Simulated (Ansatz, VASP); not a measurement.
Given: the input of a run of VASP 6.6.1 on Ni. 

File INCAR:

```
SYSTEM = Ni
PREC = Accurate ; ENCUT = 520
EDIFF = 1E-6 ; ISMEAR = 0
SIGMA = 0.016 ; LREAL = .False.
LASPH = .True. ; NELM = 150
ALGO = Normal ; ISIF = 2
LWAVE = .False. ; LCHARG = .True.
ISPIN = 2 ; MAGMOM = 1
LORBIT = 11 ; LMAXMIX = 4
GGA = PE ; LELF = .True.
LVHAR = .True.
```

File KPOINTS:

```
regular mesh
0
Gamma
  13 13 13
  0 0 0
```

The input POSCAR:

```
Ni
1.0
    0.0000000000      1.7375729330      1.7375729330
    1.7375729330      0.0000000000      1.7375729330
    1.7375729330      1.7375729330      0.0000000000
Ni
1
Direct
    0.0000000000      0.0000000000      0.0000000000
```

Potentials or basis: VASP PAW PBE potentials, release 64 (Ni).

Launch:

```console
$ cat potpaw_PBE.64/Ni/POTCAR > POTCAR
$ mpirun -np 1 vasp_std > vasp.out
```

**Question.** Translate it to Ansatz 0.2.0. Potentials or basis there: Ansatz PAW, cutoff 420 eV.

**Answer.** As run (cutoffs and basis follow the program's own potentials, and thresholds, step limits or extra output files can differ):

The input input.yaml:

```yaml
crystal:
  lattice:
    - [0.0, 1.737572933, 1.737572933]
    - [1.737572933, 0.0, 1.737572933]
    - [1.737572933, 1.737572933, 0.0]
  atoms:
    - { symbol: Ni, position: [0.0, 0.0, 0.0], spin: 1.0 }
hamiltonian:
  xc: pbe
  pseudopotentials: { kind: paw }
magnetization:
  spin_polarized: true
kpoints:
  mp_grid: { grid: [13, 13, 13] }
scf:
  occupations: { method: gaussian, width: 0.016 }
output:
  forces: true
  stress: true
  eigenvalues: true
```

Potentials or basis: Ansatz PAW.

Run with:

```bash
$ ansatz run input.yaml --threads 2 --pin off --max-ram 5632MiB --backend cpu --events-out ev --progress --plain --runs-dir out
```

Both were run:

|  | VASP | Ansatz |
| --- | --- | --- |
| Pressure | 7.7 GPa | 8.0 GPa |
| Net moment | 0.62 μB per cell | 0.64 μB per cell |

Ansatz's pressure holds a Pulay term of +0.06 GPa for its cutoff of 420 eV, which the other run lacks.

The potentials hold 10 and 18 valence electrons a cell.

Where Ansatz's input types no cutoff or centring, it takes its own default and a Γ-centred mesh.

The magnetic state is the one that the start led to; the real crystal's order can differ.

Pressure is positive in compression.
